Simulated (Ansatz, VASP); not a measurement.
# Cl in VASP and in Ansatz

File INCAR:

```
  PREC = Accurate
  ENCUT = 520
  EDIFF = 1E-7
  ISMEAR = -1
  SIGMA = 0.1
  LREAL = F
  LASPH = T
  NELM = 100
  ALGO = Normal
  ISIF = 2
  LWAVE = F
  LCHARG = F
  GGA = PE
  NBANDS = 10
```

File KPOINTS:

```
Automatic mesh
0
Gamma
  17 17 17
```

The input POSCAR:

```
Cl
1.0
   -1.2926733387      1.2926733387      1.2926733387
    1.2926733387     -1.2926733387      1.2926733387
    1.2926733387      1.2926733387     -1.2926733387
Cl
1
Direct
    0.0000000000      0.0000000000      0.0000000000
```

Input for Ansatz:

```yaml
crystal:
  lattice:
    - [-1.2926733387, 1.2926733387, 1.2926733387]
    - [1.2926733387, -1.2926733387, 1.2926733387]
    - [1.2926733387, 1.2926733387, -1.2926733387]
  atoms:
    - { symbol: Cl, position: [0.0, 0.0, 0.0] }
kpoints:
  mp_grid: { grid: [17, 17, 17] }
  band_path:
    path:
      - [0.0, 0.0, 0.0]
      - [0.5, -0.5, 0.5]
      - [0.0, 0.0, 0.5]
      - [0.0, 0.0, 0.0]
      - [0.25, 0.25, 0.25]
      - [0.5, -0.5, 0.5]
      - [0.25, 0.25, 0.25]
      - [0.0, 0.0, 0.5]
    npoints: 8
scf:
  occupations: { method: fermi_dirac, width: 0.1 }
hamiltonian:
  xc: pbe
  pseudopotentials: { kind: all_electron, lapw: { basis_error: 0.001 } }
output:
  forces: true
  stress: true
  eigenvalues: true
  populations: true
  dos: { projected: true, de: 0.2, e_range: [-14, 8] }
```

Change from the starting cell: volume scaled by 0.4, LAPW.

Alike in both runs: task single point; functional PBE; k mesh 17 × 17 × 17; occupations fermi-dirac, width 0.1 eV; no spin polarisation.

```csv
,VASP,Ansatz
version,VASP 6.6.1,Ansatz 0.2.0
potentials or method,"VASP PAW PBE potentials, release 64 (Cl)","all-electron LAPW, scalar-relativistic"
plane-wave cutoff (eV),520,see its input
```

```tsv
	VASP	Ansatz	Ansatz less VASP
pressure (GPa)	236.1	238.4	+2.24
```

Ansatz ran all-electron here, so the differences hold the error of VASP's frozen core and of both bases.

Caveats: the cell as given lies far from equilibrium; so large a pressure means that the cell lies far from this level's equilibrium, or that cutoff or potentials fall short (VASP); an odd number of electrons without spin polarisation forces a metal; a magnetic or distorted state may lie lower.
